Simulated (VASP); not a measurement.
# Settings for PbS: relaxation of the atoms

PbS, P1 (no. 1), 4 atoms in the cell. PBE; PAW potentials Pb_d, S (PBE set). VASP 6.6.1.

Wanted: energy within 0.5 meV/atom; shortest distances from each atom, periodic images included within 0.002 Å.

What the run is for: geometry; Accuracy asked: tight.

POSCAR:
```
PbS
1.0
    2.0799526950     -5.9912968650      0.0000000000
    2.0799526950      5.9912968650      0.0000000000
    0.0000000000      0.0000000000      4.2793209400
Pb S
2 2
Direct
    0.1411160000      0.8759380000      0.2549530000
    0.8922160000      0.1540260000      0.7715080000
    0.3618410000      0.6436750000      0.2581790000
    0.6458950000      0.3530470000      0.7597900000
```

The series start from Plane-wave cutoff (eV): 340; k-point mesh: 4 × 4 × 3; Ionic threshold (EDIFFG): -0.01; Electronic threshold (eV): 1e-6; Precision mode (PREC): Accurate; Relaxation algorithm: IBRION=2; Electronic steps between moves: NELMIN=4 ALGO=Normal. Each series keeps the choices made before it, and each single choice may use up half of a tolerance.

## Plane-wave cutoff (eV)

| Plane-wave cutoff (eV) | Energy less reference (meV/atom) | Shortest distances from each atom, periodic images included, largest deviation (Å) | SCF iterations | Time (s) |
|---|---|---|---|---|
| 230 | 11.44 | 0.0070 | 95 | 33 |
| 260 | 3.41 | 0.0031 | 75 | 33 |
| 300 | 1.82 | 0.0004 | 76 | 35 |
| 340 | 1.28 | 0.0003 | 77 | 51 |
| 420 | -0.09 | 0.0001 | 77 | 72 |
| 520 (reference) | 0.00 | 0.0000 | 77 | 102 |

## k-point mesh

| k-point mesh | Energy less reference (meV/atom) | Shortest distances from each atom, periodic images included, largest deviation (Å) | Time (s) |
|---|---|---|---|
| 2 × 2 × 2 | 140.46 | 0.2713 | 99 |
| 3 × 3 × 3 | -16.86 | 0.0300 | 59 |
| 4 × 4 × 3 | -5.06 | 0.0191 | 72 |
| 5 × 5 × 4 | -1.81 | 0.0076 | 128 |
| 6 × 6 × 5 (reference) | 0.00 | 0.0000 | 175 |

## Ionic threshold (EDIFFG)

| Ionic threshold (EDIFFG) | Energy less reference (meV/atom) | Shortest distances from each atom, periodic images included, largest deviation (Å) | Time (s) |
|---|---|---|---|
| -0.1 | 0.71 | 0.0806 | 61 |
| -0.05 | 0.34 | 0.0572 | 97 |
| -0.02 | 0.09 | 0.0165 | 131 |
| -0.01 | 0.02 | 0.0083 | 175 |
| -0.005 | 0.00 | 0.0005 | 260 |
| -0.002 (reference) | 0.00 | 0.0000 | 277 |

## Electronic threshold (eV)

| Electronic threshold (eV) | Energy less reference (meV/atom) | Shortest distances from each atom, periodic images included, largest deviation (Å) | SCF iterations | Time (s) |
|---|---|---|---|---|
| 0.0001 | 0.02 | 0.0131 | 108 | 242 |
| 1e-5 | 0.01 | 0.0089 | 108 | 247 |
| 1e-6 | 0.00 | 0.0012 | 114 | 260 |
| 1e-7 (reference) | 0.00 | 0.0000 | 109 | 270 |

## Precision mode (PREC)

| Precision mode (PREC) | Energy less reference (meV/atom) | Shortest distances from each atom, periodic images included, largest deviation (Å) | SCF iterations | Time (s) |
|---|---|---|---|---|
| Normal | 0.00 | 0.0006 | 109 | 130 |
| Accurate (reference) | 0.00 | 0.0000 | 109 | 270 |

## Relaxation algorithm

| Relaxation algorithm | Energy less reference (meV/atom) | Shortest distances from each atom, periodic images included, largest deviation (Å) | Time (s) |
|---|---|---|---|
| IBRION=2 | 0.00 | 0.0000 | 130 |
| IBRION=2 POTIM=0.2 | 0.00 | 0.0020 | 155 |
| IBRION=2 POTIM=0.8 | 0.01 | 0.0053 | 119 |
| IBRION=1 | 0.00 | 0.0032 | 142 |
| IBRION=1 POTIM=0.2 | 0.01 | 0.0037 | 215 |
| IBRION=1 POTIM=0.3 NFREE=9 | 0.01 | 0.0063 | 127 |
| IBRION=3 POTIM=0.2 SMASS=0.4 | 0.01 | 0.0075 | 231 |
| IBRION=3 POTIM=0.3 | 0.00 | 0.0056 | 131 |

## Electronic steps between moves

| Electronic steps between moves | Energy less reference (meV/atom) | Shortest distances from each atom, periodic images included, largest deviation (Å) | Time (s) |
|---|---|---|---|
| NELMIN=4 ALGO=Normal | 0.00 | 0.0000 | 130 |
| ALGO=Normal | 0.00 | 0.0000 | 120 |
| NELMIN=4 MAXMIX=40 ALGO=Normal | 0.00 | 0.0013 | 128 |
| NELMIN=4 ALGO=Fast | 0.00 | 0.0019 | 161 |
| NELMIN=4 MAXMIX=40 ALGO=Fast | 0.00 | 0.0025 | 162 |

## Question

The rows run from the loosest to the tightest (no order: relaxation algorithm, electronic steps between moves). For each series: choose the loosest value from which every tighter one stays within half of the tolerance; where there is no order, keep the first row unless others stay within half of the tolerance and take at least 30 % less time, and then take the fastest.

## Answer

- Plane-wave cutoff (eV): 420
- k-point mesh: 6 × 6 × 5, the tightest run, since the next looser one is off by more than half of the tolerance (convergence isn't shown beyond it)
- Ionic threshold (EDIFFG): -0.005
- Electronic threshold (eV): 1e-7, the tightest run, since the next looser one is off by more than half of the tolerance (convergence isn't shown beyond it)
- Precision mode (PREC): Normal
- Relaxation algorithm: IBRION=2
- Electronic steps between moves: NELMIN=4 ALGO=Normal

## All choices together

| Input | Energy less reference (meV/atom) | Shortest distances from each atom, periodic images included, largest deviation (Å) | Time (s) |
|---|---|---|---|
| the program's defaults (naive) | -0.49 | 0.0860 | 4.4 |
| chosen settings | -0.08 | 0.0014 | 130 |
| reference settings throughout | 0.00 | 0.0000 | 332 |

The chosen settings stay within the tolerance of the reference run, but the reference itself isn't shown to be converged in: k-point mesh, Electronic threshold (eV).

## The input

INCAR:
```
SYSTEM = PbS
GGA      = PE             ! functional
ISMEAR   = 0              ! smearing method
SIGMA    = 0.03           ! smearing width, eV
LWAVE    = .False.        ! write WAVECAR
LCHARG   = .False.        ! write CHGCAR
ISIF     = 2              ! what is computed and relaxed
NSW      = 120            ! ionic steps
PREC     = Normal         ! precision mode
LASPH    = .True.         ! aspherical terms in the spheres
LREAL    = .False.        ! projectors in reciprocal space
ALGO     = Normal         ! electronic algorithm
EDIFF    = 1E-7           ! SCF threshold, eV
NELM     = 120            ! most SCF steps
GGA_COMPAT= .False.      
IBRION   = 2              ! ionic algorithm
EDIFFG   = -0.005         ! ionic threshold
NELMIN   = 4            
ENCUT    = 420            ! plane-wave cutoff, eV
EFERMI   = MIDGAP       
KPAR     = 4             
```

KPOINTS:
```
Automatic mesh
0
Gamma
  6 6 5
  0 0 0
```

Commands:
```
cat potpaw_PBE.64/Pb_d/POTCAR potpaw_PBE.64/S/POTCAR > POTCAR
mpirun -np 4 vasp_std > vasp.out
```

The chosen input took VASP 6.6.1 130 s on 4 cores (AMD EPYC 9R45 (Zen 5)), a shared host.

## An input that fails: force threshold below the noise of the forces

It gives no converged result.

Changes against the starting input:
```
- NSW = 120
- PREC = Accurate
- EDIFF = 1e-06
- NELM = 120
- EDIFFG = -0.01
- NELMIN = 4
+ NSW = 30
+ PREC = Low
+ EDIFF = 0.001
+ NELM = 60
+ EDIFFG = -0.0001
```
